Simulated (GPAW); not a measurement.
# FeO (F-43m) in GPAW: further runs

The runs below take FeO through magnons, with LDA.

Program: GPAW 26.7.0. These are calculated values, not measurements. Logs are shortened: lines on timing, memory, paths and dates and some standing lists are left out, and cuts for length are marked. The log counts tension as positive stress, the text compression.

## 1. The crystal as given

It takes space group F-43m (No. 216, cubic). Conventional cell: a = 4.667 Å, b = 4.667 Å, c = 4.667 Å, α = 90.00°, β = 90.00°, γ = 90.00°. Fe (site symmetry -43m) is surrounded by 4 O at 2.02 Å. O (site symmetry -43m) has 4 Fe at 2.02 Å as nearest neighbours.

The cell comes from a database or a generator and needn't be the stable form of this composition.

## 2. Magnons, LDA, collinear spin, ferromagnetic start

The input, run.py:

```python
import numpy as np
from ase.dft.bandgap import bandgap
from ase.io import read, write
from gpaw import GPAW, PW
from gpaw.response import ResponseContext, ResponseGroundStateAdapter
from gpaw.response.chiks import ChiKSCalculator
from gpaw.response.heisenberg import calculate_fm_magnon_energies
from gpaw.response.localft import LocalFTCalculator
from gpaw.response.mft import IsotropicExchangeCalculator
from gpaw.response.site_kernels import SphericalSiteKernels

atoms = read('FeO.xyz')
atoms.set_initial_magnetic_moments([4.0, 0.0])

calc = GPAW(mode=PW(600),
            xc='LDA',
            kpts={'size': (8, 8, 8), 'gamma': True},
            occupations={'name': 'fermi-dirac', 'width': 0.05},
            nbands=17,
            convergence={'density': 0.0001},
            maxiter=150,
            txt='gpaw.txt')
atoms.calc = calc
energy = atoms.get_potential_energy()
calc.write('gs.gpw')
write('result.traj', atoms)
print(f'Energy: {energy:.6f} eV')
print('Moments:', calc.get_magnetic_moments().round(3))
print('Fermi level:', round(calc.get_fermi_level(), 4), 'eV')
print(f'Gap: {bandgap(calc)[0]:.4f} eV, direct: {bandgap(calc, direct=True)[0]:.4f} eV')

dense = calc.fixed_density(kpts={'size': (8, 8, 8), 'gamma': True},
                           nbands=31, convergence={'bands': 25, 'eigenstates': 1e-12},
                           update_fermi_level=True, maxiter=300, txt='dense.txt')
dense.write('dense.gpw', mode='all')

sites = [0]
moments = calc.get_magnetic_moments()[sites]
q_qc = np.array([[0.0, 0.0, 0.0], [0.125, 0.0, 0.0], [0.25, 0.0, 0.0], [0.5, 0.0, 0.0], [0.125, 0.125, 0.0], [0.25, 0.25, 0.0], [0.5, 0.5, 0.0]])
gs = ResponseGroundStateAdapter.from_gpw_file('dense.gpw')
context = ResponseContext(txt='mft.txt')
chiks = ChiKSCalculator(gs, context, ecut=150, nbands=25, gammacentered=True)
exchange = IsotropicExchangeCalculator(chiks, LocalFTCalculator.from_rshe_parameters(gs, context))
kernels = SphericalSiteKernels(atoms.positions[sites], [[0.96] * len(sites)])
J_qab = np.array([exchange(q_c, kernels)[..., 0] for q_c in q_qc])
E_qn = calculate_fm_magnon_energies(J_qab, q_qc, moments)
np.savetxt('exchange.dat', np.c_[q_qc, 1000 * J_qab.real.reshape((len(q_qc), -1))], fmt='%.4f')
np.savetxt('magnons.dat', np.c_[q_qc, 1000 * E_qn.real], fmt='%.4f')
for q_c, E_n in zip(q_qc, E_qn):
    print(q_c.round(4), 'magnon energies (meV):', (1000 * E_n.real).round(2))
```

The input, FeO.xyz:

```xyz
2
Lattice="0.0000000000 2.3332595778 2.3332595778 2.3332595778 0.0000000000 2.3332595778 2.3332595778 2.3332595778 0.0000000000" Properties=species:S:1:pos:R:3 pbc="T T T"
Fe     0.0000000000      0.0000000000      0.0000000000
O      1.1666297889      1.1666297889      1.1666297889
```

Potentials or basis: the program's PAW data sets (release 1.2.1) made for this functional, pw.

Run with:

```sh
OMP_NUM_THREADS=1 python run.py
```

gpaw.txt:

```text
__  _  _
 | _ |_)|_||  |
 |__||  | ||/\| - 26.7.0

Input parameters:
  mode=PW(ecut=600.0),
  convergence={'density': 0.0001},
  kpts=MonkhorstPack(size=(8, 8, 8), gamma=True),
  maxiter=150,
  nbands=17,
  occupations=Occupations(name='fermi-dirac', width=0.05),
  xc=XC(name='LDA')

Diagonalizing LCAO Hamiltonian
Converting LCAO to pw mode

           O

       Fe

Atoms  # Å, Bohr magnetons
|   | symbol |        x |        y |        z |    initial magnetic moments |
|---|--------|----------|----------|----------|-----------------------------|
| 0 |     Fe | 0.000000 | 0.000000 | 0.000000 | ( 0.0000,  0.0000,  4.0000) |
| 1 |      O | 1.166630 | 1.166630 | 1.166630 | ( 0.0000,  0.0000,  0.0000) |

Unit cell  # Å
| periodic |        x |        y |        z |  lengths |    angles |
|----------|----------|----------|----------|----------|-----------|
|      yes | 0.000000 | 2.333260 | 2.333260 | 3.299727 | 60.000000 |
|      yes | 2.333260 | 0.000000 | 2.333260 | 3.299727 | 60.000000 |
|      yes | 2.333260 | 2.333260 | 0.000000 | 3.299727 | 60.000000 |

Number of symmetries: 24
Symmetry operations  # r_c * U_cc + t_c -> r_c
|    | kind |            matrix            |
|----|------|------------------------------|
|  0 |  E   |  1, 0, 0,  0, 1, 0,  0, 0, 1 |
|  1 |  σ   |  1, 0, 0,  0, 0, 1,  0, 1, 0 |
|  2 |  σ   |  1, 0,-1,  0, 1,-1,  0, 0,-1 |
|  3 |  C3  |  1, 0,-1,  0, 0,-1,  0, 1,-1 |
|  4 |  C3  |  1,-1, 0,  0,-1, 1,  0,-1, 0 |
|  5 |  σ   |  1,-1, 0,  0,-1, 0,  0,-1, 1 |
|  6 |  σ   |  0, 1, 0,  1, 0, 0,  0, 0, 1 |
|  7 |  C3  |  0, 1, 0,  0, 0, 1,  1, 0, 0 |
|  8 |  C2  |  0, 1,-1,  1, 0,-1,  0, 0,-1 |
|  9 |  S4  |  0, 1,-1,  0, 0,-1,  1, 0,-1 |
| 10 |  C3  |  0, 0, 1,  1, 0, 0,  0, 1, 0 |
| 11 |  σ   |  0, 0, 1,  0, 1, 0,  1, 0, 0 |
| 12 |  S4  |  0, 0,-1,  1, 0,-1,  0, 1,-1 |
| 13 |  C3  |  0, 0,-1,  0, 1,-1,  1, 0,-1 |
| 14 |  S4  |  0,-1, 1,  1,-1, 0,  0,-1, 0 |
| 15 |  C2  |  0,-1, 1,  0,-1, 0,  1,-1, 0 |
| 16 |  C3  |  0,-1, 0,  1,-1, 0,  0,-1, 1 |
| 17 |  S4  |  0,-1, 0,  0,-1, 1,  1,-1, 0 |
| 18 |  S4  | -1, 1, 0, -1, 0, 1, -1, 0, 0 |
| 19 |  C3  | -1, 1, 0, -1, 0, 0, -1, 0, 1 |
| 20 |  C3  | -1, 0, 1, -1, 1, 0, -1, 0, 0 |
| 21 |  S4  | -1, 0, 1, -1, 0, 0, -1, 1, 0 |
| 22 |  σ   | -1, 0, 0, -1, 1, 0, -1, 0, 1 |
| 23 |  C2  | -1, 0, 0, -1, 0, 1, -1, 1, 0 |

BZ-sampling:
  Number of BZ points: 512
  Number of IBZ points: 29

  Monkhorst-Pack size: [8, 8, 8]
  Monkhorst-Pack shift: [0.0625, 0.0625, 0.0625]

K-points  # in reciprocal-cell coordinates
|     |                                coordinates |     weight |
|-----|--------------------------------------------|------------|
|   0 | (  0.00000000,   0.00000000,   0.00000000) | 0.00195312 |
|   1 | (  0.12500000,   0.12500000,   0.00000000) | 0.01171875 |
|   2 | (  0.12500000,   0.12500000,   0.12500000) | 0.01562500 |
|   3 | (  0.25000000,   0.12500000,   0.12500000) | 0.02343750 |
|   4 | (  0.25000000,   0.25000000,   0.00000000) | 0.01171875 |
|   5 | (  0.25000000,   0.25000000,   0.12500000) | 0.04687500 |
|   6 | (  0.25000000,   0.25000000,   0.25000000) | 0.01562500 |
|   7 | (  0.37500000,   0.25000000,  -0.37500000) | 0.04687500 |
|   8 | (  0.37500000,   0.25000000,   0.12500000) | 0.04687500 |
|   9 | (  0.37500000,   0.25000000,   0.25000000) | 0.04687500 |
| ... |                                            |            |
|  28 | (  0.50000000,   0.50000000,   0.50000000) | 0.00781250 |

Plane wave coefficients: 877
Cutoff: 600.0 eV

Spin-components: 2 (collinear spins)
Bands:           17
Projectors:      11
Spin-degeneracy: 1
Datatype:        complex128

Parallelization:
  kpt:    1
  domain: 1
  band:   1

Density:
  Valence electrons: 14.0
  Components: 2
  Grid points: [20 20 20]
  Charge: 0.0  # |e|

Potential:
  Grid points: [20 20 20]

species:
  Fe:
    name:    Iron
    Z:       26.0
    valence: 8
    core:    18
    charge:  0.0  # [|e|]
    compensation charges:
      type: gauss
      rc: 0.33  # [Å]
      lmax: 2
    cutoffs:
      filter: 2.06  # [Å]
      core: 2.67  # [Å]
    projectors
    | kind |    occ | energy [eV] | rcut [Å] |
    |------|--------|-------------|----------|
    |   4s |  2.000 |      -5.481 |    1.164 |
    |   4p |  0.000 |      -1.431 |    1.058 |
    |   3d |  6.000 |      -7.753 |    1.058 |
    |    s |        |      21.730 |    1.164 |
    |    p |        |      25.780 |    1.058 |
    |    d |        |      19.459 |    1.058 |

    Using partial waves for Fe as LCAO basis

  O:
    name:    Oxygen
    Z:       8.0
    valence: 6
    core:    2
    charge:  0.0  # [|e|]
    compensation charges:
      type: gauss
      rc: 0.21  # [Å]
      lmax: 2
    cutoffs:
      filter: 1.17  # [Å]
      core: 0.83  # [Å]
    projectors
    | kind |    occ | energy [eV] | rcut [Å] |
    |------|--------|-------------|----------|
    |   2s |  2.000 |     -23.752 |    0.688 |
    |   2p |  4.000 |      -9.195 |    0.598 |
    |    s |        |       3.459 |    0.688 |
    |    p |        |      18.016 |    0.598 |
    |    d |        |       0.000 |    0.619 |

    Using partial waves for O as LCAO basis

Reference energy: -36585.847439  # eV

eigensolver:
  PPCG
  Converge bands: occupied
  niter=2

density mixing:
  MSR1-Mixer
  Pratt-step length: 0.05
  Maximum mixing coefficient: 0.75
  Old densities: 10
  SVD Regularization: 0.005
  Good broyden scale: 1.0
  Trust region scale: 1.0
  Backstep threshold: 4.0
  History deletion threshold: 6.0
  Fourier metric: weight=20.0, sigma=0.015

occupation numbers:
  Fermi-Dirac:
    width: 0.0500  # eV

poisson solver:
  ecut: 4800.0  # eV

xc functional:
  name: None

convergence criteria:
- Maximum integral of absolute [dens]ity change: 0.0001 electrons / valence electron
- Maximum [total energy] change in last 3 cyles: 0.0005 eV / valence electron
- Maximum integral of absolute [eigenst]ate change: 4e-08 eV^2 / valence electron
maximum number of iterations: 150

SCF iterations
|iter     | |      energy | eigst |  dens |  magmom |
|---------|-|-------------|-------|-------|---------|
|iter:   1| |  -18.369465 | -0.11 |       |  +4.0029|
|iter:   2| |  -18.044623 | -1.51 | -0.83 |  +4.0050|
|iter:   3| |  -17.350035 | -1.31 | -0.88 |  +3.9927|
|iter:   4| |  -17.354452 | -2.73 | -1.30 |  +3.9963|
|iter:   5| |  -17.361476 | -2.95 | -1.57 |  +4.0000|
|iter:   6| |  -17.362681 | -3.42 | -1.85 |  +4.0027|
|iter:   7| |  -17.363258c| -3.98 | -2.39 |  +4.0038|
|iter:   8| |  -17.363283c| -5.48 | -3.04 |  +4.0039|
|iter:   9| |  -17.363285c| -7.03 | -3.60 |  +4.0038|
|iter:  10| |  -17.363285c| -8.18c| -4.75c|  +4.0038|

Converged in 10 steps
Energy contributions relative to reference atoms: (reference = -36585.847439)

Energy contributions:
  Kinetic:          17.771026
  Coulomb:         -16.763883
  Zero:              0.166795
  External:          0.000000
  Xc:              -18.528019
  Entropy:          -0.018406
  Spinorbit:         0.000000
  ----------------------------
  Free energy:     -17.372488
  Extrapolated:    -17.363285

dipole moment: (-12.410970, -12.410970, -12.410970)  # |e|*Ang

Total magnetic moment: (0.000000, 0.000000, 4.003837)

Local magnetic moments
|        x |        y |        z |
|----------|----------|----------|
| 0.000000 | 0.000000 | 3.477085 |  # Fe   0
| 0.000000 | 0.000000 | 0.233092 |  # O    1

Fermi level: 5.897
Eigenvalues  # (at kpt = [0.000, 0.000, 0.000])
| band index |      eig [eV] | occ [0-1] |      eig [eV] | occ [0-1] |
|------------|---------------|-----------|---------------|-----------|
|          0 |       -13.792 |     1.000 |       -13.210 |     1.000 |
|          1 |        -0.443 |     1.000 |         0.898 |     1.000 |
|          2 |        -0.443 |     1.000 |         0.898 |     1.000 |
|          3 |        -0.443 |     1.000 |         0.898 |     1.000 |
|          4 |         2.708 |     1.000 |         5.721 |     0.971 |
|          5 |         2.708 |     1.000 |         6.007 |     0.099 |
|          6 |         5.094 |     1.000 |         6.007 |     0.099 |
|          7 |         5.693 |     0.983 |         8.315 |     0.000 |
|          8 |         5.693 |     0.983 |         8.315 |     0.000 |
|          9 |         5.693 |     0.983 |         8.315 |     0.000 |
|         10 |        12.510 |     0.000 |        15.483 |     0.000 |
|         11 |        12.510 |     0.000 |        15.483 |     0.000 |
|         12 |        12.510 |     0.000 |        15.483 |     0.000 |
|         13 |        18.490 |     0.000 |        19.319 |     0.000 |
|         14 |        18.490 |     0.000 |        19.319 |     0.000 |
|        ... |               |           |               |           |
|         16 |        24.152 |     0.000 |        24.504 |     0.000 |

No gap
No difference between direct/indirect transitions
# Writing to gs.gpw (mode='')
```

Wall time 2.2 min (1 thread of Arm Neoverse V1, shared host); peak memory 0.4 GiB.

Results:

```yaml
Free_energy: -17.3725 eV
Band_gap_on_the_k_mesh: none (metal or under the smearing width)
Net_moment: 4.00 μB per cell
Site_moments: Fe +3.48; O +0.23 μB
```

Caveat: the number of bands moves the energies at small q by some ten meV; the exchange constants hang on this mesh and on the site radius; magnon energies are noisy on this mesh; a cell with one magnetic atom can't hold antiferromagnetic order, which such compounds often take; semilocal functionals often make such compounds metallic where correlation or magnetic order opens a gap, which also shifts bond lengths.

## 3. Magnons, LDA, collinear spin, ferromagnetic start

This run uses another cell than the first one, of 12.97 Å³/atom, 1.021 times its volume.

Edit run.py of step 2 so:

```diff
@@ -43,3 +43,3 @@
 exchange = IsotropicExchangeCalculator(chiks, LocalFTCalculator.from_rshe_parameters(gs, context))
-kernels = SphericalSiteKernels(atoms.positions[sites], [[0.96] * len(sites)])
+kernels = SphericalSiteKernels(atoms.positions[sites], [[0.967] * len(sites)])
 J_qab = np.array([exchange(q_c, kernels)[..., 0] for q_c in q_qc])
```

The input, FeO.xyz:

```xyz
2
Lattice="0.0000000000 2.3496915246 2.3496915246 2.3496915246 0.0000000000 2.3496915246 2.3496915246 2.3496915246 0.0000000000" Properties=species:S:1:pos:R:3 pbc="T T T"
Fe     0.0000000000      0.0000000000      0.0000000000
O      1.1748457623      1.1748457623      1.1748457623
```

Potentials or basis: the program's PAW data sets (release 1.2.1) made for this functional, pw.

Run with:

```sh
OMP_NUM_THREADS=1 python run.py
```

gpaw.txt:

```text
__  _  _
 | _ |_)|_||  |
 |__||  | ||/\| - 26.7.0

Input parameters:
  mode=PW(ecut=600.0),
  convergence={'density': 0.0001},
  kpts=MonkhorstPack(size=(8, 8, 8), gamma=True),
  maxiter=150,
  nbands=17,
  occupations=Occupations(name='fermi-dirac', width=0.05),
  xc=XC(name='LDA')

Diagonalizing LCAO Hamiltonian
Converting LCAO to pw mode

           O

       Fe

Atoms  # Å, Bohr magnetons
|   | symbol |        x |        y |        z |    initial magnetic moments |
|---|--------|----------|----------|----------|-----------------------------|
| 0 |     Fe | 0.000000 | 0.000000 | 0.000000 | ( 0.0000,  0.0000,  4.0000) |
| 1 |      O | 1.174846 | 1.174846 | 1.174846 | ( 0.0000,  0.0000,  0.0000) |

Unit cell  # Å
| periodic |        x |        y |        z |  lengths |    angles |
|----------|----------|----------|----------|----------|-----------|
|      yes | 0.000000 | 2.349692 | 2.349692 | 3.322966 | 60.000000 |
|      yes | 2.349692 | 0.000000 | 2.349692 | 3.322966 | 60.000000 |
|      yes | 2.349692 | 2.349692 | 0.000000 | 3.322966 | 60.000000 |

Number of symmetries: 24
Symmetry operations  # r_c * U_cc + t_c -> r_c
|    | kind |            matrix            |
|----|------|------------------------------|
|  0 |  E   |  1, 0, 0,  0, 1, 0,  0, 0, 1 |
|  1 |  σ   |  1, 0, 0,  0, 0, 1,  0, 1, 0 |
|  2 |  σ   |  1, 0,-1,  0, 1,-1,  0, 0,-1 |
|  3 |  C3  |  1, 0,-1,  0, 0,-1,  0, 1,-1 |
|  4 |  C3  |  1,-1, 0,  0,-1, 1,  0,-1, 0 |
|  5 |  σ   |  1,-1, 0,  0,-1, 0,  0,-1, 1 |
|  6 |  σ   |  0, 1, 0,  1, 0, 0,  0, 0, 1 |
[... 157 lines left out ...]
|iter:   6| |  -17.304827 | -3.39 | -1.82 |  +4.0040|
|iter:   7| |  -17.305429c| -4.01 | -2.38 |  +4.0046|
|iter:   8| |  -17.305453c| -5.37 | -3.03 |  +4.0048|
|iter:   9| |  -17.305455c| -6.97 | -3.58 |  +4.0048|
|iter:  10| |  -17.305455c| -8.06c| -4.72c|  +4.0048|

Converged in 10 steps
Energy contributions relative to reference atoms: (reference = -36585.847439)

Energy contributions:
  Kinetic:          16.428624
  Coulomb:         -15.695352
  Zero:              0.164183
  External:          0.000000
  Xc:              -18.193372
  Entropy:          -0.019076
  Spinorbit:         0.000000
  ----------------------------
  Free energy:     -17.314993
  Extrapolated:    -17.305455

dipole moment: (-12.465416, -12.465416, -12.465416)  # |e|*Ang

Total magnetic moment: (0.000000, 0.000000, 4.004764)

Local magnetic moments
|        x |        y |        z |
|----------|----------|----------|
| 0.000000 | 0.000000 | 3.480547 |  # Fe   0
| 0.000000 | 0.000000 | 0.229625 |  # O    1

Fermi level: 5.677
Eigenvalues  # (at kpt = [0.000, 0.000, 0.000])
| band index |      eig [eV] | occ [0-1] |      eig [eV] | occ [0-1] |
|------------|---------------|-----------|---------------|-----------|
|          0 |       -13.882 |     1.000 |       -13.309 |     1.000 |
|          1 |        -0.560 |     1.000 |         0.778 |     1.000 |
|          2 |        -0.560 |     1.000 |         0.778 |     1.000 |
|          3 |        -0.560 |     1.000 |         0.778 |     1.000 |
|          4 |         2.483 |     1.000 |         5.454 |     0.989 |
|          5 |         2.483 |     1.000 |         5.785 |     0.104 |
|          6 |         4.830 |     1.000 |         5.785 |     0.104 |
|          7 |         5.403 |     0.996 |         8.018 |     0.000 |
|          8 |         5.403 |     0.996 |         8.018 |     0.000 |
|          9 |         5.403 |     0.996 |         8.018 |     0.000 |
|         10 |        12.271 |     0.000 |        15.246 |     0.000 |
|         11 |        12.271 |     0.000 |        15.246 |     0.000 |
|         12 |        12.271 |     0.000 |        15.246 |     0.000 |
|         13 |        18.100 |     0.000 |        18.927 |     0.000 |
|         14 |        18.100 |     0.000 |        18.927 |     0.000 |
|        ... |               |           |               |           |
|         16 |        23.728 |     0.000 |        24.104 |     0.000 |

No gap
No difference between direct/indirect transitions
# Writing to gs.gpw (mode='')
```

mft.txt:

```text
Calculating f(G)
    Calculating PAW corrections

    RSHE of atom 0
      (l,m)   max weight  avg weight  included
      (0,0)   1.00000000  0.94503956  yes
      (1,-1)  0.00000000  0.00000000  yes
      (1,0)   0.00000000  0.00000000  yes
      (1,1)   0.00000000  0.00000000  yes
[... 370 lines left out ...]
  ( 1  0  0)  ( 1  0 -1)  ( 0  1  0)  ( 0  1 -1)  ( 0 -1  1)  ( 0 -1  0)
  ( 0  1  0)  ( 0  1 -1)  ( 1  0  0)  ( 1  0 -1)  ( 0 -1  0)  ( 0 -1  1)
  ( 0  0  1)  ( 0  0 -1)  ( 0  0  1)  ( 0  0 -1)  ( 1 -1  0)  ( 1 -1  0)

  (-1  0  1)  (-1  0  0)  (-1  0  0)  (-1  0  1)  ( 0 -1  0)  ( 0 -1  1)
  (-1  0  0)  (-1  0  1)  ( 0 -1  0)  ( 0 -1  1)  (-1  0  0)  (-1  0  1)
  (-1  1  0)  (-1  1  0)  ( 0  0 -1)  ( 0  0  1)  ( 0  0 -1)  ( 0  0  1)

  ( 0  1 -1)  ( 0  1  0)  ( 1  0 -1)  ( 1  0  0)
  ( 0  1  0)  ( 0  1 -1)  ( 1  0  0)  ( 1  0 -1)
  (-1  1  0)  (-1  1  0)  ( 1 -1  0)  ( 1 -1  0)

59 groups of equivalent kpoints. 88.4765625% reduction.
```

Run time: 2.2 min. Hardware: 1 thread of Arm Neoverse V1, shared host; peak memory 0.41 GiB.

Results:

```
Free energy            : -17.3150 eV
Band gap on the k mesh : none (metal or under the smearing width)
Net moment             : 4.00 μB per cell
Site moments           : Fe +3.48; O +0.23 μB
```

Caveat: the number of bands moves the energies at small q by some ten meV; the exchange constants hang on this mesh and on the site radius; magnon energies are noisy on this mesh; a cell with one magnetic atom can't hold antiferromagnetic order, which such compounds often take; semilocal functionals often make such compounds metallic where correlation or magnetic order opens a gap, which also shifts bond lengths. With open d or f shells a metallic result of LDA can be an artefact of self-interaction; +U or a hybrid may open a gap.

[end of part 1 of 2]
